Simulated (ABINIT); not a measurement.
# Hf (Im-3m) in ABINIT: single point with LDA

Aim: the single point of Hf with LDA.

All numbers are computed with ABINIT 10.8.3 (patched build); they aren't measurements. Logs are shortened: lines on timing, memory, paths and dates and some standing lists are left out, and cuts for length are marked. The log counts tension as positive stress, the text compression.

### 1 The structure

Symmetry: Im-3m, No. 229, cubic system. Conventional cell: a = 3.610 Å, b = 3.610 Å, c = 3.610 Å, α = 90.00°, β = 90.00°, γ = 90.00°. Hf (site symmetry m-3m) is surrounded by 8 Hf at 3.13 Å.

This isn't the form of Hf at room conditions, which is hcp.

### 2 Single point, LDA

run.abi

```
# Pseudopotentials
pp_dirpath "./"
pseudos "Hf.upf"

# Structure
acell 5.9079484967 5.9079484967 5.9079484967
rprim
    -0.5773502692     0.5773502692     0.5773502692
     0.5773502692    -0.5773502692     0.5773502692
     0.5773502692     0.5773502692    -0.5773502692
ntypat 1
znucl 72
natom 1
typat 1
xred
     0.0000000000     0.0000000000     0.0000000000

# Plane-wave basis
ecut 707.496042 eV

# k points
kptopt 1
ngkpt 8 8 8
nshiftk 1
shiftk 0.0 0.0 0.0

# Exchange and correlation
ixc 7

# Bands and occupations
nband 10
occopt 3
tsmear 0.00183747

# SCF cycle
nstep 100
tolvrs 1.0e-10

# Output
iomode 3
prtwf 0
prtden 0
prteig 0
prtebands 0
```

Potentials or basis: PseudoDojo NC SR LDA v0.4.1 standard.

Started as:

```bash
$ abinit run.abi > log 2>&1
```

run.abo:

```text
.Version 10.8.3 of ABINIT
 Symmetries : space group Im -3 m (#229); Bravais cI (body-center cubic)
================================================================================
 Values of the parameters that define the memory need of the present run
     intxc =       0    ionmov =       0      iscf =       7    lmnmax =       8
     lnmax =       8     mgfft =      30  mpssoang =       4    mqgrid =    3001
     natom =       1  nloc_mem =       1    nspden =       1   nspinor =       1
    nsppol =       1      nsym =      48    n1xccc =    2501    ntypat =       1
    occopt =       3   xclevel =       1
       mpw =        1020          nfft =       27000          nkpt =          29
================================================================================
================================================================================

--------------------------------------------------------------------------------
------------- Echo of variables that govern the present computation ------------
--------------------------------------------------------------------------------
 -outvars: echo values of preprocessed input variables --------
            acell      5.9079484967E+00  5.9079484967E+00  5.9079484967E+00 Bohr
              amu      1.78490000E+02
             ecut      2.60000000E+01 Hartree
              ixc           7
         kptrlatt        8    0    0      0    8    0      0    0    8
          kptrlen      4.72635880E+01
            natom           1
            nband          10
            ngfft          30      30      30
             nkpt          29
            nstep         100
             nsym          48
           ntypat           1
           occopt           3
           prtden           0
        prtebands           0
           prteig           0
            prtwf           0
            rprim     -5.7735026920E-01  5.7735026920E-01  5.7735026920E-01
                       5.7735026920E-01 -5.7735026920E-01  5.7735026920E-01
                       5.7735026920E-01  5.7735026920E-01 -5.7735026920E-01
          spgroup         229
           tolvrs      1.00000000E-10
           tsmear      1.83747000E-03 Hartree
            typat      1
            znucl       72.00000

================================================================================

 chkinp: Checking input parameters for consistency.

================================================================================
== DATASET  1 ==================================================================

--- !DatasetInfo
iteration_state: {dtset: 1, }
dimensions: {natom: 1, nkpt: 29, mband: 10, nsppol: 1, nspinor: 1, nspden: 1, mpw: 1020, }
cutoff_energies: {ecut:  26.0, pawecutdg:  -1.0, }
electrons: {nelect:   1.20000000E+01, charge:   0.00000000E+00, occopt:   3.00000000E+00, tsmear:   1.83747000E-03, }
meta: {optdriver: 0, ionmov: 0, optcell: 0, iscf: 7, paral_kgb: 0, }
...

 Exchange-correlation functional for the present dataset will be:
  LDA: Perdew-Wang 92 LSD fit to Ceperley-Alder data - ixc=7
  J.P.Perdew and Y.Wang, PRB 45, 13244 (1992)

[... 64 lines left out ...]
- [  0.00000000E+00,   4.72724708E-04,   0.00000000E+00, ]
- [  0.00000000E+00,   0.00000000E+00,   4.72724708E-04, ]
pressure_GPa:  -1.3908E+01
xred      :
- [  0.0000E+00,   0.0000E+00,   0.0000E+00, Hf]
cartesian_forces: # hartree/bohr
- [  0.00000000E+00,   0.00000000E+00,   0.00000000E+00, ]
force_length_stats: {min:   0.00000000E+00, max:   0.00000000E+00, mean:   0.00000000E+00, }
...

 Integrated electronic density in atomic spheres:
 ------------------------------------------------
 Atom  Sphere_radius  Integrated_density
    1        2.00000          8.43130140
================================================================================

 ----iterations are completed or convergence reached----

 Mean square residual over all n,k,spin=   47.563E-09; max=  12.313E-06
 reduced coordinates (array xred) for    1 atoms
       0.000000000000      0.000000000000      0.000000000000
 rms dE/dt=  8.5880E-31; max dE/dt=  1.0518E-30; dE/dt below (all hartree)
    1       0.000000000000      0.000000000000      0.000000000000

 cartesian coordinates (angstrom) at end:
    1      0.00000000000000     0.00000000000000     0.00000000000000

 cartesian forces (hartree/bohr) at end:
    1      0.00000000000000     0.00000000000000     0.00000000000000
 frms,max,avg= 0.0000000E+00 0.0000000E+00   0.000E+00  0.000E+00  0.000E+00 h/b

 cartesian forces (eV/Angstrom) at end:
    1      0.00000000000000     0.00000000000000     0.00000000000000
 frms,max,avg= 0.0000000E+00 0.0000000E+00   0.000E+00  0.000E+00  0.000E+00 e/A
 length scales=  5.907948496700  5.907948496700  5.907948496700 bohr
              =  3.126351705521  3.126351705521  3.126351705521 angstroms
 Fermi (or HOMO) energy (hartree) =   0.34413   Average Vxc (hartree)=  -0.43171
 Eigenvalues (hartree) for nkpt=  29  k points:
 kpt#   1, nband= 10, wtk=  0.00195, kpt=  0.0000  0.0000  0.0000 (reduced coord)
  -1.92268   -0.75692   -0.75692   -0.75692    0.09241    0.39606    0.39606    0.39606
   0.49350    0.49350
      occupation numbers for kpt#   1
   2.00000    2.00000    2.00000    2.00000    2.00000    0.00000    0.00000    0.00000
   0.00000    0.00000
 prteigrs : prtvol=0 or 1, do not print more k-points.

--- !EnergyTerms
iteration_state     : {dtset: 1, }
comment             : Components of total free energy in Hartree
kinetic             :  1.44199771760037E+01
hartree             :  7.35223935190281E+00
xc                  : -1.40960770244102E+01
Ewald energy        : -3.84092956443743E+01
psp_core            :  1.65843314009604E+00
local_psp           : -2.98941625385609E+01
non_local_psp       :  2.53316901742698E+00
internal            : -5.64357165219159E+01
'-kT*entropy'       : -6.15854220238797E-04
total_energy        : -5.64363323761361E+01
total_energy_eV     : -1.53571083859360E+03
band_energy         : -7.32983507476195E+00
...

 Cartesian components of stress tensor (hartree/bohr^3)
  sigma(1 1)=  4.72724708E-04  sigma(3 2)=  0.00000000E+00
  sigma(2 2)=  4.72724708E-04  sigma(3 1)=  0.00000000E+00
  sigma(3 3)=  4.72724708E-04  sigma(2 1)=  0.00000000E+00

-Cartesian components of stress tensor (GPa)         [Pressure= -1.3908E+01 GPa]
- sigma(1 1)=  1.39080411E+01  sigma(3 2)=  0.00000000E+00
- sigma(2 2)=  1.39080411E+01  sigma(3 1)=  0.00000000E+00
- sigma(3 3)=  1.39080411E+01  sigma(2 1)=  0.00000000E+00

== END DATASET(S) ==============================================================
================================================================================

 -outvars: echo values of variables after computation  --------
            acell      5.9079484967E+00  5.9079484967E+00  5.9079484967E+00 Bohr
           etotal     -5.6436332376E+01
            fcart      0.0000000000E+00  0.0000000000E+00  0.0000000000E+00
            rprim     -5.7735026920E-01  5.7735026920E-01  5.7735026920E-01
                       5.7735026920E-01 -5.7735026920E-01  5.7735026920E-01
                       5.7735026920E-01  5.7735026920E-01 -5.7735026920E-01
           strten      4.7272470794E-04  4.7272470794E-04  4.7272470794E-04
                       0.0000000000E+00  0.0000000000E+00  0.0000000000E+00
 Calculation completed.
```

Run time: 19 s. Hardware: 1 thread of Intel Xeon at 2.50GHz (Skylake/Cascade Lake), shared host; peak memory 0.06 GiB.

Results:

```
Free energy                                           : -1535.7108 eV
Pressure                                              : -13.9 GPa
Band gap on the k mesh                                : none (metal or under the smearing width)
Valence electrons inside the program's atomic spheres : Hf 8.43 (radii [1.0584] Å)
```

Levels at points of the mesh, in eV from the Fermi level:
| k point | band 3 | band 4 | band 5 | band 6 | band 7 | band 8 | band 9 | band 10 |
| --- | --- | --- | --- | --- | --- | --- | --- | --- |
| (0.00, 0.00, 0.00) | -29.96 | -29.96 | -6.85 | 1.41 | 1.41 | 1.41 | 4.06 | 4.06 |
| (0.50, 0.00, 0.00) | -30.19 | -29.96 | -3.23 | -0.46 | 0.99 | 3.85 | 4.80 | 7.11 |
| (0.50, 0.50, 0.50) | -30.46 | -30.46 | -2.36 | -2.36 | 6.34 | 6.34 | 6.35 | 6.88 |
